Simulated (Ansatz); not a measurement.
A first try at a test of the smearing width of MoS2, space group P-3m1, using Ansatz 0.2.0 through its Python package.

`mos2_smear.py`
```python
"""How the energy of MoS2 depends on the smearing."""

import ansatz
import matplotlib.pyplot as plt

FUNCTIONAL = "PBEsol"
K_LENGTH = 32

system = (
    ansatz.Lattice.of((3.22746456, 0.0, 0.0), (-1.61373228, 2.7950663, 0.0), (0.0, 0.0, 6.31247342))
    .atom("Mo", (0.0, 0.0, 0.5))
    .atom("S", (1 / 3, 2 / 3, 0.25531932))
    .atom("S", (2 / 3, 1 / 3, 0.74468068))
)

calculation = system
calculation = calculation.functional(FUNCTIONAL)
calculation = calculation.pseudopotentials("paw")
calculation = calculation.basis(38 * ansatz.Ry)
calculation = calculation.kpoints(length=K_LENGTH)
calculation = calculation.forces()
calculation = calculation.stress()

rows = []
for value in [0.3, 0.2, 0.1, 0.05]:
    report = calculation.occupations("methfessel_paxton", width=value).run().report
    rows.append((value, report["free_energy_ev"] / len(report["lattice"]["sites"]), report["n_iterations"], sum(report["stress_gpa"][i][i] for i in range(3)) / 3, max(abs(f) for row in report["forces_ev_ang"] for f in row), report["n_kpoints"]))

print("  width (eV)   F/atom (eV)    iterations       P (GPa)  max component (eV/A)      k-points")
for row in rows:
    print(f"{str(row[0]):>12s}  {row[1]:12.5f}  {row[2]:12d}  {row[3]:12.3f}  {row[4]:20.4f}  {row[5]:12d}")

# the last row is the reference
for row in rows[:-1]:
    shift = 1000 * (row[1] - rows[-1][1])
    print(f"{row[0]}: {shift:+.2f} meV/atom" + ("  (within 5 meV)" if abs(shift) < 5 else ""))
plt.figure(figsize=(4.5, 3))
plt.plot([str(row[0]) for row in rows], [1000 * (row[1] - rows[-1][1]) for row in rows], "o-")
plt.xlabel("width (eV)")
plt.ylabel("F - F(last) (meV/atom)")
plt.tight_layout()
plt.savefig("smear.png", dpi=100)
```

```console
$ python mos2_smear.py
Traceback (most recent call last):
  File "mos2_smear.py", line 17, in <module>
    calculation = calculation.functional(FUNCTIONAL)
                  ^^^^^^^^^^^^^^^^^^^^^^
AttributeError: 'Crystal' object has no attribute 'functional'
$ echo $?
1
```

What is wrong, and how is it mended?

The fault: settings are called on the crystal, without .calculation(). Mended:

```diff
--- before
+++ after
@@ -15,3 +15,3 @@
 
-calculation = system
+calculation = system.calculation()
 calculation = calculation.functional(FUNCTIONAL)
```

With that change:

```console
$ python mos2_smear.py
  width (eV)   F/atom (eV)    iterations       P (GPa)  max component (eV/A)      k-points
         0.3   -2223.09409             6        -3.383                0.0036            68
         0.2   -2223.09423             6        -3.377                0.0087            68
         0.1   -2223.09400             6        -3.401                0.0218            68
        0.05   -2223.09401             6        -3.425                0.0321            68
0.3: -0.08 meV/atom  (within 5 meV)
0.2: -0.22 meV/atom  (within 5 meV)
0.1: +0.01 meV/atom  (within 5 meV)
```

What to keep in mind:
- Spin is left out of this run.
- The narrowest width needs the finest mesh, so the last row is no converged reference.
- Pressure is positive in compression.
- The structure comes from a database of computed cells and needn't be a stable or known phase.
- Wall time of the script: 20 s on 1 thread of Arm Neoverse V1, with other jobs on the host, peak memory 0.48 GiB.
